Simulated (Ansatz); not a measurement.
# Nickel, bcc under RPBE: ground state and equation of state, part 1 of 2

The plan for nickel in the bcc structure: relax it, solve it on a dense k-mesh, then scale the cell to 7 volumes from 88 to 112 % of the relaxed one and try a fit of the equation of state. The start is ferromagnetic. The k-meshes are 16×16×16 for the relaxation; 26×26×26 for the dense run; 18×18×18 for the volumes.

This is Ni in the bcc structure; at room conditions it is fcc.

Computed with Ansatz 0.2.0 (DFT RPBE, plane waves (420 eV) with PAW, scalar-relativistic; the PAW data stem from PBE, with regenerated cores, unless a step says otherwise).

### 1 The system as given

The structure is cubic, space group Im-3m (No. 229). The conventional cell has a = 2.797 Å, b = 2.797 Å, c = 2.797 Å, α = 90.00°, β = 90.00°, γ = 90.00°. Around Ni (site symmetry m-3m) lie 8 Ni at 2.42 Å.

Coordinates:

```
Ni
1.0
    -1.39845    1.39845    1.39845
     1.39845   -1.39845    1.39845
     1.39845    1.39845   -1.39845
Ni
1
Cartesian
  0.0000 0.0000 0.0000
```

The atoms start with moments of +0.8 μB.

### 2 Relaxation of the cell

Input file input.yaml:

```yaml
crystal:
  lattice:
    - [-1.3984527048, 1.3984527048, 1.3984527048]
    - [1.3984527048, -1.3984527048, 1.3984527048]
    - [1.3984527048, 1.3984527048, -1.3984527048]
  atoms:
    - { symbol: Ni, position: [0.0, 0.0, 0.0], spin: 0.8 }
hamiltonian:
  xc: rpbe
  pseudopotentials:
    kind: paw
    azcp:
      Ni: "pseudopotentials/Ni.paw.azcp"
basis:
  ecutwfc: 420
  fft_grid_basis: typed
kpoints:
  mp_grid: { grid: [16, 16, 16], shift: [0, 0, 0] }
magnetization:
  spin_polarized: true
scf:
  occupations: { method: fermi_dirac, width: 0.05 }
relax:
  max_steps: 60
  f_tol: 0.01
  cell: {}
```

What it wrote:

```text
Warning: RAYON_NUM_THREADS=2 ignored (pool sized by the plan → 2); use --threads N
Engine: ansatz 0.2.0, aarch64-unknown-linux-gnu
Pseudopotentials: kind: paw
Pseudopotential: Ni, paw, valence charge 18, recommended cutoff 420 eV (normal), <dir>
Functional definition: RPBE
  parameter kappa = 0.804
  parameter beta = 0.06672455060314922
  exchange = rpbe_x(kappa = kappa, mu = beta*pi^2/3)
  correlation = pbe_c(beta = beta)
Crystal: 1 atoms, lattice volume = 10.940 Å³
Basis set: ecut = 420 eV, 201 PW (Γ), exchange–correlation on 36×36×36 points (8 copies of the dense FFT grid, shifted against one another)
Bands: 14, of which v1, the nominal top of the filled ones, is band 9 counted from 1 (8 counted from 0)
Symmetry: 48 space group operations
Space group: Im-3m (ITA 229), of the structure as read, at distance tolerance 2.2e-5 Å
Magnetic group: BNS 229.140 (UNI 1642), of the structure as read, at distance tolerance 2.2e-5 Å
k-points: 145 of 4096
Non-local potential: Ni, projectors of the file, l = 0: 3, l = 1: 2, l = 2: 3, l = 3: 1
PAW form: soft (Blöchl's): semilocal exchange-correlation on the pseudo side does not see the compensation charge
PAW frozen core: Ni, regenerated for the run's functional, and the local potential with it (the file was generated under x = pbe(κ = 0.804, μ = 0.2195149727645171), c = pbe(β = 0.06672455060314922))
PAW one-centre angular grid: Ni, 590 points (default); XC on 64 Gauss nodes
Initial density: superposition of atomic densities (chi_scale 0.1, normalization cell)
Starting moments: Σ|m| = 0.8 μB on 1 of 1 site
Initial wavefunctions: pseudopotential atomic-orbital guess
Functional: x = rpbe, c = pbe(β = 0.06672455060314922)
iter 1 solved again at ethr=2.41e-3 eV; its pass at ethr=3.10e-3 eV (dr2=4.34e-1 eV) is discarded
SCF iter   1: F=—  HF=-5843.756220 eV  |F-HF|=—  |Δ(HF+E_count)|=         —  Δρ=5.38e-2 (↑2.54e-2 ↓5.38e-2)  dr2=4.38e-1  dr2_m=2.19e-2  M=0.759 μB ∫|m|=0.801 μB  β_m=0.30  ethr=2.41e-3  ⟨swp⟩=1.0  Hψ=27539  notcnv=0
Mixer restart at iter 1: flushing history
preconditioner: auto → none  [metal: Δε(μ)=0.006 eV  Ē_g=16.057 eV  σ=0.050 eV  W_gap=0.03  n_scr=0 (ndim 8)  ℏωp=35.5 eV  f_vac=0.000  D(μ)=2.73/eV (n_scr^D=54)]
SCF iter   2: F=—  HF=-5843.764805 eV  |F-HF|=—  |Δ(HF+E_count)|=   8.59e-3  Δρ=3.92e-2 (↑3.92e-2 ↓2.78e-2)  dr2=2.16e-1  dr2_m=5.95e-3  M=0.714 μB ∫|m|=0.770 μB  β_m=0.24  ethr=2.41e-3  ⟨swp⟩=2.3  Hψ=6792  notcnv=0
SCF iter   3: F=—  HF=-5843.930395 eV  |F-HF|=—  |Δ(HF+E_count)|=         —  Δρ=1.77e-2 (↑1.24e-2 ↓1.77e-2)  dr2=3.00e-2  dr2_m=3.66e-3  M=0.670 μB ∫|m|=0.721 μB  β_m=0.24  ethr=1.20e-3  ⟨swp⟩=2.0  Hψ=7558  notcnv=0  defer=125
Mixer restart at iter 3: flushing history
SCF iter   4: F=—  HF=-5844.159594 eV  |F-HF|=—  |Δ(HF+E_count)|=   2.29e-1  Δρ=1.57e-2 (↑7.50e-3 ↓1.57e-2)  dr2=1.77e-2  dr2_m=4.45e-3  M=0.652 μB ∫|m|=0.706 μB  β_m=0.62  ethr=1.67e-4  ⟨swp⟩=2.5  Hψ=6602  notcnv=0  defer=130
SCF iter   5: F=—  HF=-5844.615599 eV  |F-HF|=—  |Δ(HF+E_count)|=   4.56e-1  Δρ=2.04e-2 (↑5.53e-3 ↓2.04e-2)  dr2=4.01e-2  dr2_m=7.44e-3  M=0.569 μB ∫|m|=0.642 μB  β_m=0.41  ethr=9.84e-5  ⟨swp⟩=2.5  Hψ=8159  notcnv=0  defer=131
SCF iter   6: F=-5844.593534 eV  HF=-5844.655096 eV  |F-HF|=6.16e-2  |Δ(HF+E_count)|=   3.95e-2  Δρ=1.69e-2 (↑1.69e-2 ↓1.59e-2)  dr2=6.22e-2  dr2_m=2.76e-5  M=0.557 μB ∫|m|=0.634 μB  β_m=0.81  ethr=9.84e-5  ⟨swp⟩=2.7  Hψ=9621  notcnv=0  defer=134
SCF iter   7: F=-5844.640914 eV  HF=-5844.641140 eV  |F-HF|=2.26e-4  |Δ(HF+E_count)|=   1.40e-2  Δρ=1.56e-3 (↑1.42e-3 ↓1.56e-3)  dr2=5.47e-4  dr2_m=5.34e-6  M=0.558 μB ∫|m|=0.632 μB  β_m=0.75  ethr=9.84e-5  ⟨swp⟩=2.6  Hψ=8838  notcnv=0  defer=145
SCF iter   8: F=-5844.641227 eV  HF=-5844.641227 eV  |F-HF|=2.44e-8  |Δ(HF+E_count)|=   8.75e-5  Δρ=1.69e-4 (↑1.69e-4 ↓1.55e-4)  dr2=7.23e-7  dr2_m=2.06e-6  M=0.557 μB ∫|m|=0.632 μB  β_m=0.88  ethr=3.04e-6  ⟨swp⟩=2.0  Hψ=5628  notcnv=0  defer=145
SCF iter   9: F=-5844.641228 eV  HF=-5844.641228 eV  |F-HF|=2.41e-7  |Δ(HF+E_count)|=   5.97e-7  Δρ=6.40e-5 (↑6.40e-5 ↓1.62e-5)  dr2=2.59e-7  dr2_m=9.95e-8  M=0.557 μB ∫|m|=0.631 μB  β_m=0.94  ethr=4.02e-9  ⟨swp⟩=2.0  Hψ=6662  notcnv=0  defer=145
SCF iter  10: F=-5844.641228 eV  HF=-5844.641228 eV  |F-HF|=1.44e-7  |Δ(HF+E_count)|=   1.05e-8  Δρ=3.18e-5 (↑3.18e-5 ↓2.00e-5)  dr2=1.71e-7  dr2_m=3.55e-9  M=0.557 μB ∫|m|=0.631 μB  β_m=0.97  ethr=1.44e-9  ⟨swp⟩=1.0  Hψ=4060  notcnv=0  defer=145
SCF iter  11: F=-5844.641228 eV  HF=-5844.641228 eV  |F-HF|=5.09e-10  |Δ(HF+E_count)|=   3.13e-8  Δρ=2.04e-6 (↑1.25e-6 ↓2.04e-6)  dr2=6.51e-10  dr2_m=2.75e-11  M=0.557 μB ∫|m|=0.631 μB  ethr=5.56e-10  ⟨swp⟩=2.9  Hψ=13452  notcnv=0
at 1 of the mixer's solves, the last at iteration 5, it left a direction of its history that read negative out of its fit and stepped the other way along it
SCF 1 converged in 11 iterations: F = -5844.641228 eV  dr2 = 6.51e-10
relax step   1: F+E_penalty+E_count = -5844.64122783 eV  Δ(F+E_penalty+E_count) = +0.000e0 eV  max|allowed force component| = 0.000e0 eV/Å  Δτ_max = 0.0000 Å  P = +6.296 GPa  Ω = 10.940 Å³  (11 SCF iters, dr2 threshold 1.00e-7 eV, accepted)
Crystal: 1 atoms, lattice volume = 11.117 Å³
Basis set: ecut = 420 eV, 225 PW (Γ), exchange–correlation on 36×36×36 points (8 copies of the dense FFT grid, shifted against one another)
Initial density: handed on by an earlier stage of this run
Starting moments: Σ|m| = 0.8 μB on 1 of 1 site; this step starts from the density that it was given
Initial wavefunctions: those handed on with the density
iter 1 solved again at ethr=1.08e-5 eV; its pass at ethr=3.10e-3 eV (dr2=1.95e-3 eV) is discarded
SCF iter   1: F=—  HF=-5844.646529 eV  |F-HF|=—  |Δ(HF+E_count)|=         —  Δρ=3.05e-3 (↑3.05e-3 ↓1.98e-3)  dr2=1.66e-3  dr2_m=3.87e-5  M=0.559 μB ∫|m|=0.636 μB  β_m=0.65  ethr=1.08e-5  ⟨swp⟩=2.1  Hψ=25719  notcnv=0
preconditioner: auto → none  [metal: Δε(μ)=0.005 eV  Ē_g=16.650 eV  σ=0.050 eV  W_gap=0.02  n_scr=0 (ndim 8)  ℏωp=35.2 eV  f_vac=0.000  D(μ)=1.49/eV (n_scr^D=18)]
SCF iter   2: F=—  HF=-5844.647342 eV  |F-HF|=—  |Δ(HF+E_count)|=   8.14e-4  Δρ=4.37e-3 (↑4.07e-3 ↓4.37e-3)  dr2=4.15e-3  dr2_m=4.05e-6  M=0.559 μB ∫|m|=0.636 μB  β_m=0.27  ethr=9.25e-6  ⟨swp⟩=2.1  Hψ=7823  notcnv=0  recentre
SCF iter   3: F=—  HF=-5844.646030 eV  |F-HF|=—  |Δ(HF+E_count)|=   1.31e-3  Δρ=4.65e-4 (↑4.65e-4 ↓3.14e-4)  dr2=7.49e-6  dr2_m=1.36e-5  M=0.560 μB ∫|m|=0.636 μB  β_m=0.50  ethr=9.25e-6  ⟨swp⟩=2.2  Hψ=7115  notcnv=0
SCF iter   4: F=—  HF=-5844.646202 eV  |F-HF|=—  |Δ(HF+E_count)|=   1.72e-4  Δρ=4.05e-4 (↑1.38e-4 ↓4.05e-4)  dr2=1.97e-5  dr2_m=2.22e-6  M=0.560 μB ∫|m|=0.637 μB  β_m=0.75  ethr=4.16e-8  ⟨swp⟩=2.0  Hψ=6672  notcnv=0
SCF iter   5: F=—  HF=-5844.646285 eV  |F-HF|=—  |Δ(HF+E_count)|=   8.26e-5  Δρ=3.45e-4 (↑2.05e-4 ↓3.45e-4)  dr2=1.95e-5  dr2_m=5.71e-7  M=0.561 μB ∫|m|=0.637 μB  β_m=0.88  ethr=4.16e-8  ⟨swp⟩=2.0  Hψ=5482  notcnv=0
SCF iter   6: F=—  HF=-5844.646314 eV  |F-HF|=—  |Δ(HF+E_count)|=   2.92e-5  Δρ=2.84e-5 (↑1.04e-5 ↓2.84e-5)  dr2=9.30e-8  dr2_m=9.54e-9  M=0.561 μB ∫|m|=0.638 μB  β_m=0.94  ethr=4.16e-8  ⟨swp⟩=2.0  Hψ=6675  notcnv=0
SCF iter   7: F=—  HF=-5844.646314 eV  |F-HF|=—  |Δ(HF+E_count)|=   8.39e-8  Δρ=1.07e-5 (↑1.07e-5 ↓8.14e-6)  dr2=2.36e-8  dr2_m=2.53e-10  M=0.561 μB ∫|m|=0.638 μB  β_m=0.97  ethr=5.17e-10  ⟨swp⟩=2.0  Hψ=6547  notcnv=0
SCF iter   8: F=-5844.646314 eV  HF=-5844.646314 eV  |F-HF|=4.33e-8  |Δ(HF+E_count)|=   3.37e-8  Δρ=1.58e-5 (↑1.27e-5 ↓1.58e-5)  dr2=5.45e-8  dr2_m=3.00e-10  M=0.561 μB ∫|m|=0.638 μB  ethr=1.31e-10  ⟨swp⟩=2.0  Hψ=11901  notcnv=0
SCF 2 converged in 8 iterations: F = -5844.646314 eV  dr2 = 5.45e-8
relax step   2: F+E_penalty+E_count = -5844.64631439 eV  Δ(F+E_penalty+E_count) = -5.087e-3 eV  max|allowed force component| = 0.000e0 eV/Å  Δτ_max = 0.0000 Å  P = +3.147 GPa  Ω = 11.117 Å³  energy of the carried Pulay correction = -1.118e-4 eV  (8 SCF iters, dr2 threshold 1.00e-7 eV, accepted)
Crystal: 1 atoms, lattice volume = 11.300 Å³
iter 1 solved again at ethr=1.17e-5 eV; its pass at ethr=3.10e-3 eV (dr2=2.11e-3 eV) is discarded
SCF iter   1: F=—  HF=-5844.648314 eV  |F-HF|=—  |Δ(HF+E_count)|=         —  Δρ=2.96e-3 (↑2.96e-3 ↓2.00e-3)  dr2=1.65e-3  dr2_m=3.19e-5  M=0.563 μB ∫|m|=0.642 μB  β_m=0.65  ethr=1.17e-5  ⟨swp⟩=2.1  Hψ=26011  notcnv=0
preconditioner: auto → none  [metal: Δε(μ)=0.005 eV  Ē_g=16.457 eV  σ=0.050 eV  W_gap=0.02  n_scr=0 (ndim 8)  ℏωp=34.9 eV  f_vac=0.000  D(μ)=1.52/eV (n_scr^D=18)]
SCF iter   2: F=—  HF=-5844.649090 eV  |F-HF|=—  |Δ(HF+E_count)|=   7.76e-4  Δρ=4.30e-3 (↑3.97e-3 ↓4.30e-3)  dr2=4.05e-3  dr2_m=4.55e-6  M=0.563 μB ∫|m|=0.643 μB  β_m=0.27  ethr=9.16e-6  ⟨swp⟩=2.0  Hψ=7848  notcnv=0  recentre
SCF iter   3: F=—  HF=-5844.647811 eV  |F-HF|=—  |Δ(HF+E_count)|=   1.28e-3  Δρ=4.39e-4 (↑4.39e-4 ↓2.92e-4)  dr2=7.33e-6  dr2_m=1.19e-5  M=0.563 μB ∫|m|=0.643 μB  β_m=0.50  ethr=9.16e-6  ⟨swp⟩=2.2  Hψ=7115  notcnv=0
SCF iter   4: F=—  HF=-5844.647968 eV  |F-HF|=—  |Δ(HF+E_count)|=   1.57e-4  Δρ=3.76e-4 (↑1.17e-4 ↓3.76e-4)  dr2=1.67e-5  dr2_m=2.18e-6  M=0.564 μB ∫|m|=0.643 μB  β_m=0.75  ethr=4.07e-8  ⟨swp⟩=2.0  Hψ=6698  notcnv=0
SCF iter   5: F=—  HF=-5844.648044 eV  |F-HF|=—  |Δ(HF+E_count)|=   7.54e-5  Δρ=3.55e-4 (↑2.03e-4 ↓3.55e-4)  dr2=2.03e-5  dr2_m=6.87e-7  M=0.565 μB ∫|m|=0.644 μB  β_m=0.88  ethr=4.07e-8  ⟨swp⟩=2.1  Hψ=5336  notcnv=0
SCF iter   6: F=—  HF=-5844.648074 eV  |F-HF|=—  |Δ(HF+E_count)|=   3.02e-5  Δρ=1.34e-5 (↑5.56e-6 ↓1.34e-5)  dr2=2.95e-9  dr2_m=8.74e-9  M=0.565 μB ∫|m|=0.644 μB  β_m=0.94  ethr=4.07e-8  ⟨swp⟩=2.0  Hψ=6757  notcnv=0
SCF iter   7: F=—  HF=-5844.648074 eV  |F-HF|=—  |Δ(HF+E_count)|=   3.13e-8  Δρ=1.22e-5 (↑1.22e-5 ↓1.13e-5)  dr2=3.79e-8  dr2_m=1.09e-10  M=0.565 μB ∫|m|=0.644 μB  β_m=0.94  ethr=1.64e-11  ⟨swp⟩=3.3  Hψ=9023  notcnv=0
SCF iter   8: F=-5844.648074 eV  HF=-5844.648074 eV  |F-HF|=1.83e-8  |Δ(HF+E_count)|=   4.36e-8  Δρ=1.04e-5 (↑7.86e-6 ↓1.04e-5)  dr2=2.30e-8  dr2_m=2.08e-10  M=0.565 μB ∫|m|=0.644 μB  ethr=1.64e-11  ⟨swp⟩=1.9  Hψ=12951  notcnv=0
SCF 3 converged in 8 iterations: F = -5844.648074 eV  dr2 = 2.30e-8
relax step   3: F+E_penalty+E_count = -5844.64807375 eV  Δ(F+E_penalty+E_count) = -1.759e-3 eV  max|allowed force component| = 0.000e0 eV/Å  Δτ_max = 0.0000 Å  P = +0.182 GPa  Ω = 11.300 Å³  energy of the carried Pulay correction = -2.254e-4 eV  (8 SCF iters, dr2 threshold 1.00e-7 eV, accepted)
Crystal: 1 atoms, lattice volume = 11.312 Å³
iter 1 solved again at ethr=4.50e-8 eV; its pass at ethr=3.10e-3 eV (dr2=8.11e-6 eV) is discarded
SCF iter   1: F=—  HF=-5844.648074 eV  |F-HF|=—  |Δ(HF+E_count)|=         —  Δρ=1.83e-4 (↑1.83e-4 ↓1.26e-4)  dr2=6.40e-6  dr2_m=1.12e-7  M=0.565 μB ∫|m|=0.645 μB  β_m=0.65  ethr=4.50e-8  ⟨swp⟩=2.1  Hψ=25277  notcnv=0
preconditioner: auto → none  [metal: Δε(μ)=0.006 eV  Ē_g=16.419 eV  σ=0.050 eV  W_gap=0.03  n_scr=0 (ndim 8)  ℏωp=34.9 eV  f_vac=0.000  D(μ)=1.54/eV (n_scr^D=18)]
SCF iter   2: F=—  HF=-5844.648077 eV  |F-HF|=—  |Δ(HF+E_count)|=   2.89e-6  Δρ=2.65e-4 (↑2.45e-4 ↓2.65e-4)  dr2=1.54e-5  dr2_m=1.74e-8  M=0.565 μB ∫|m|=0.645 μB  β_m=0.30  ethr=3.56e-8  ⟨swp⟩=2.0  Hψ=6421  notcnv=0
SCF iter   3: F=—  HF=-5844.648072 eV  |F-HF|=—  |Δ(HF+E_count)|=   4.88e-6  Δρ=2.25e-5 (↑2.25e-5 ↓1.94e-5)  dr2=1.36e-8  dr2_m=3.95e-8  M=0.565 μB ∫|m|=0.645 μB  β_m=0.52  ethr=3.56e-8  ⟨swp⟩=2.2  Hψ=5760  notcnv=0
SCF iter   4: F=—  HF=-5844.648073 eV  |F-HF|=—  |Δ(HF+E_count)|=   5.07e-7  Δρ=2.16e-5 (↑6.38e-6 ↓2.16e-5)  dr2=5.38e-8  dr2_m=7.65e-9  M=0.565 μB ∫|m|=0.645 μB  β_m=0.76  ethr=7.56e-11  ⟨swp⟩=2.0  Hψ=6759  notcnv=0
SCF iter   5: F=—  HF=-5844.648073 eV  |F-HF|=—  |Δ(HF+E_count)|=   2.80e-7  Δρ=1.76e-5 (↑9.88e-6 ↓1.76e-5)  dr2=4.72e-8  dr2_m=1.76e-9  M=0.565 μB ∫|m|=0.645 μB  β_m=0.88  ethr=7.56e-11  ⟨swp⟩=2.2  Hψ=6268  notcnv=0
SCF iter   6: F=-5844.648073 eV  HF=-5844.648073 eV  |F-HF|=9.09e-13  |Δ(HF+E_count)|=   6.57e-8  Δρ=4.66e-7 (↑4.66e-7 ↓3.33e-7)  dr2=3.07e-11  dr2_m=6.20e-12  M=0.565 μB ∫|m|=0.645 μB  ethr=7.56e-11  ⟨swp⟩=2.0  Hψ=14188  notcnv=0
SCF 4 converged in 6 iterations: F = -5844.648073 eV  dr2 = 3.07e-11
relax step   4: F+E_penalty+E_count = -5844.64807333 eV  Δ(F+E_penalty+E_count) = +4.172e-7 eV  max|allowed force component| = 0.000e0 eV/Å  Δτ_max = 0.0000 Å  P = +0.004 GPa  Ω = 11.312 Å³  energy of the carried Pulay correction = -2.325e-4 eV  (6 SCF iters, dr2 threshold 8.33e-8 eV, accepted)
Initial wavefunctions: pseudopotential atomic-orbital guess (no wavefunctions were taken with the density)
iter 1 solved again at ethr=4.03e-7 eV; its pass at ethr=3.10e-3 eV (dr2=7.25e-5 eV) is discarded
SCF iter   1: F=—  HF=-5844.648174 eV  |F-HF|=—  |Δ(HF+E_count)|=         —  Δρ=3.00e-4 (↑3.00e-4 ↓1.94e-4)  dr2=3.57e-6  dr2_m=5.19e-7  M=0.565 μB ∫|m|=0.645 μB  β_m=0.65  ethr=4.03e-7  ⟨swp⟩=2.2  Hψ=29719  notcnv=0
preconditioner: auto → none  [metal: Δε(μ)=0.006 eV  Ē_g=16.418 eV  σ=0.050 eV  W_gap=0.03  n_scr=0 (ndim 8)  ℏωp=34.9 eV  f_vac=0.000  D(μ)=1.54/eV (n_scr^D=18)]
SCF iter   2: F=—  HF=-5844.648248 eV  |F-HF|=—  |Δ(HF+E_count)|=   7.35e-5  Δρ=1.32e-4 (↑1.32e-4 ↓9.43e-5)  dr2=1.65e-6  dr2_m=6.16e-8  M=0.565 μB ∫|m|=0.645 μB  β_m=0.44  ethr=1.98e-8  ⟨swp⟩=2.5  Hψ=5747  notcnv=0
SCF iter   3: F=—  HF=-5844.648252 eV  |F-HF|=—  |Δ(HF+E_count)|=   4.43e-6  Δρ=9.63e-5 (↑9.63e-5 ↓7.04e-5)  dr2=8.28e-7  dr2_m=3.49e-8  M=0.565 μB ∫|m|=0.645 μB  β_m=0.40  ethr=9.18e-9  ⟨swp⟩=2.2  Hψ=6310  notcnv=0
SCF iter   4: F=—  HF=-5844.648257 eV  |F-HF|=—  |Δ(HF+E_count)|=   5.00e-6  Δρ=3.34e-5 (↑3.34e-5 ↓1.75e-5)  dr2=1.37e-8  dr2_m=7.44e-9  M=0.565 μB ∫|m|=0.645 μB  β_m=0.70  ethr=4.60e-9  ⟨swp⟩=1.0  Hψ=4060  notcnv=0
SCF iter   5: F=—  HF=-5844.648259 eV  |F-HF|=—  |Δ(HF+E_count)|=   1.37e-6  Δρ=8.07e-6 (↑7.32e-6 ↓8.07e-6)  dr2=5.53e-9  dr2_m=1.41e-9  M=0.565 μB ∫|m|=0.645 μB  β_m=0.85  ethr=7.62e-11  ⟨swp⟩=2.2  Hψ=6247  notcnv=0
SCF iter   6: F=—  HF=-5844.648259 eV  |F-HF|=—  |Δ(HF+E_count)|=   1.22e-7  Δρ=2.24e-6 (↑2.24e-6 ↓1.73e-6)  dr2=1.64e-10  dr2_m=1.01e-10  M=0.565 μB ∫|m|=0.645 μB  β_m=0.92  ethr=3.07e-11  ⟨swp⟩=2.0  Hψ=6591  notcnv=0
SCF iter   7: F=—  HF=-5844.648259 eV  |F-HF|=—  |Δ(HF+E_count)|=   9.17e-8  Δρ=4.87e-7 (↑4.87e-7 ↓2.60e-7)  dr2=2.50e-12  dr2_m=4.04e-12  M=0.565 μB ∫|m|=0.645 μB  β_m=0.96  ethr=1.00e-12  ⟨swp⟩=2.0  Hψ=6773  notcnv=0
SCF iter   8: F=-5844.648259 eV  HF=-5844.648259 eV  |F-HF|=9.09e-13  |Δ(HF+E_count)|=  3.10e-10  Δρ=1.08e-7 (↑1.08e-7 ↓7.83e-8)  dr2=1.68e-12  dr2_m=2.86e-14  M=0.565 μB ∫|m|=0.645 μB  ethr=1.00e-12  ⟨swp⟩=4.0  Hψ=16912  notcnv=0
SCF 5 converged in 8 iterations: F = -5844.648259 eV  dr2 = 1.68e-12
relax step   5: F+E_penalty+E_count = -5844.64825897 eV  Δ(F+E_penalty+E_count) = -1.856e-4 eV  max|allowed force component| = 0.000e0 eV/Å  Δτ_max = 0.0000 Å  P = -0.038 GPa  Ω = 11.312 Å³  stress off target by 3.82e-2 GPa  SCF on the basis re-selected at this cell (its energy is not comparable with the rows above)  (8 SCF iters)
basis re-selected at this cell: Δ(F+E_penalty+E_count) = -1.856e-4 eV, ΔP = -0.043 GPa vs the last step (what re-selecting the basis moved, of the pressure what is left beyond the Pulay correction that the steps carried, after the strain that the cell walked since its last selection, with what the two solves' SCF thresholds leave and, on support functions, any second-order correction that the steps lacked; it is no measure of the basis error at this ecutwfc). This SCF's stress stands 3.82e-2 GPa from its target on what of the cell is left free (relax.cell.stress_tol is 5.00e-2 GPa) and its largest allowed force component is 0.00e0 eV/Å (relax.f_tol is 1.00e-2 eV/Å): within both
SCF converged after 8 iterations
Magnetization: 0.5654 μB (9.2827 up, 8.7173 down)
Absolute magnetization: 0.6456 μB (∫|ρ↑−ρ↓|, with the PAW one-centre terms)
Spin contamination: 0.0065 ħ² per cell (⟨S²⟩ above its minimum at these occupations)
Per-site moments (μB) at R_I (Å): [(0.6017440680853979, 1.0103501110159014)]
Free energy (F): -5844.648259 eV
Harris-Foulkes:  -5844.648259 eV  (|F-HF|=9.09e-13)
Internal energy: -5844.635167 eV  (E = F + TS)
E sigma→0 (E₀):  -5844.641713 eV
Entropy (-TS):   -0.013092 eV (-13.092 meV/atom)
Fermi energy:    17.325984 eV
--- Per-component energies (eV) ---
  E_band       = -295.346255
  E_kinetic    = 281.451604
  E_local      = -3503.558075  (includes V_loc(G=0)·N_el)
  E_nonlocal   = 636.887003
  E_hartree    = 1462.759997
  E_xc         = -84.338088
  E_vxc        = -108.589685  (∫ρ·V_xc dr)
  E_paw        = -1636.148232  (= ΣΔE_a)
  E_vpaw       = -527.057611  (= ΣTr[D̂ρ^β])
  E_aug_tail   = 0.000616  (compensation charges beyond the density's cutoff)
  E_ewald      = -3001.645646
  E_core_change = -0.044345  (= ΣΔE_core)
  E_smearing   = -0.013092  (= −TS)
  E_closure    = -0.000000  (closes the sum)
  Σ components = -5844.648259   (vs F -5844.648259, Δ=0.00e0)
--- Forces (eV/Å), atoms counted from 1 ---
  atom   1  Ni     0.00000000    -0.00000000     0.00000000
  max |Σ_I F_I| component: 4.11e-33 eV/Å
--- Stress (GPa, compression-positive) ---
       -0.038162      -0.000000       0.000000
       -0.000000      -0.038162       0.000000
       -0.000000      -0.000000      -0.038162
  P = ⅓ Tr σ = -0.0382 GPa (-0.382 kbar)
--- Relaxed structure (4 steps of the walk, 4 accepted, 1 SCFs on fresh bases) ---
  F+E_penalty+E_count = -5844.64825897 eV   max|allowed force component| = 0.000e0 eV/Å   (the final SCF, on the basis selected at the relaxed cell)
  cell:  # Å, volume = 11.3115 Å³
    - [-1.4141234147170882, 1.4141234147170882, 1.4141234147170882]
    - [1.4141234147170882, -1.4141234147170882, 1.4141234147170882]
    - [1.4141234147170882, 1.4141234147170882, -1.4141234147170882]
  atoms:
    - { symbol: Ni, position: [0.0, 0.0, 0.0] }
```

It took 8.9 s on 2 threads of Arm Neoverse V2, shared host; peak memory 0.29 GiB.

The walk, from the log:

| step | energy change (meV/atom) | largest force (eV/Å) | pressure (GPa) | volume (Å³/atom) |
| --- | --- | --- | --- | --- |
| 1 | 0.00 | 0.0000 | 6.30 | 10.940 |
| 2 | -5.09 | 0.0000 | 3.15 | 11.117 |
| 3 | -6.85 | 0.0000 | 0.18 | 11.300 |
| 4 | -6.85 | 0.0000 | 0.00 | 11.312 |
| 5 | -7.03 | 0.0000 | -0.04 | 11.312 |

Steps that repeat a cell are solved on a basis chosen anew, so their changes of energy are no gain of the relaxation.

The cell of the run, before and after:

|  | before | after | change |
| --- | --- | --- | --- |
| a (Å) | 2.422 | 2.449 | +1.1 % |
| b (Å) | 2.422 | 2.449 | +1.1 % |
| c (Å) | 2.422 | 2.449 | +1.1 % |
| volume (Å³/atom) | 10.940 | 11.312 | +3.4 % |
| shortest distance (Å) | 2.422 | 2.449 | +1.1 % |
| space group (spins left aside) | Im-3m | Im-3m | same |

(Continued in part 2 of 2.)
